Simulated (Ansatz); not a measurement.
Set up this calculation in Ansatz 0.2.0, as the native input.

```yaml
Task: band structure
Functional: PBEsol
Potentials_or_basis: Ansatz PAW
Cutoff: "420 eV (not typed: the program's choice for these potentials)"
k_mesh: 7 × 7 × 4
Occupations: fermi-dirac, width 0.05 eV
Spin: no spin polarisation
Path: "[[\"G\", \"X\", \"S\", \"R\", \"A\", \"Z\", \"G\", \"Y\", \"X1\", \"A1\", \"T\", \"Y\"], [\"Z\", \"T\"]]"
Points_for_each_segment_of_the_path: 14
```

The system is Cl.

```
Cl
1.0
     3.14500   -2.25000    0.00000
     3.14500    2.25000    0.00000
     0.00000    0.00000    8.21000
Cl
4
Direct
  0.37000 0.63000 0.40000
  0.13000 0.87000 0.90000
  0.63000 0.37000 0.60000
  0.87000 0.13000 0.10000
```

The input as run:

input.yaml

```yaml
crystal:
  lattice:
    - [3.145, -2.25, 0.0]
    - [3.145, 2.25, 0.0]
    - [0.0, 0.0, 8.21]
  atoms:
    - { symbol: Cl, position: [0.37, 0.63, 0.4] }
    - { symbol: Cl, position: [0.13, 0.87, 0.9] }
    - { symbol: Cl, position: [0.63, 0.37, 0.6] }
    - { symbol: Cl, position: [0.87, 0.13, 0.1] }
hamiltonian:
  xc: pbesol
  pseudopotentials: { kind: paw }
kpoints:
  mp_grid: { grid: [7, 7, 4] }
  band_path:
    path:
      - [[0.0, 0.0, 0.0], [0.3779569104, -0.3779569104, 0.0], [0.0, -0.5, 0.0], [0.0, -0.5, -0.5], [0.3779569104, -0.3779569104, -0.5], [0.0, 0.0, -0.5], [0.0, 0.0, 0.0], [-0.5, -0.5, 0.0], [-0.3779569104, -0.6220430896, 0.0], [-0.3779569104, -0.6220430896, -0.5], [-0.5, -0.5, -0.5], [-0.5, -0.5, 0.0]]
      - [[0.0, 0.0, -0.5], [-0.5, -0.5, -0.5]]
    npoints: 14
scf:
  occupations: { method: fermi_dirac, width: 0.05 }
  n_extra_bands: 10
output:
  forces: true
  stress: true
  eigenvalues: true
  fatbands: true
```

Potentials or basis: Ansatz PAW.

Launch:

```sh
$ ansatz run input.yaml --threads 2 --pin off --max-ram 5632MiB --backend cpu --events-out ev --progress --plain --runs-dir out
```

Results of the run:

The pressure is -0.9 GPa. The largest force is 0.173 eV/Å, the band gap on the k mesh is 2.43 eV, indirect (least direct gap 2.49 eV) and the band gap along the path is 2.41 eV, indirect (least direct gap 2.47 eV).

Caveat: the PAW data sets come from PBE, with cores solved anew for the run's functional, which leaves a small shift of forces and pressure.

Run time: 12 s on 2 threads of Arm Neoverse V2, with other jobs on the host, peak memory 0.46 GiB.
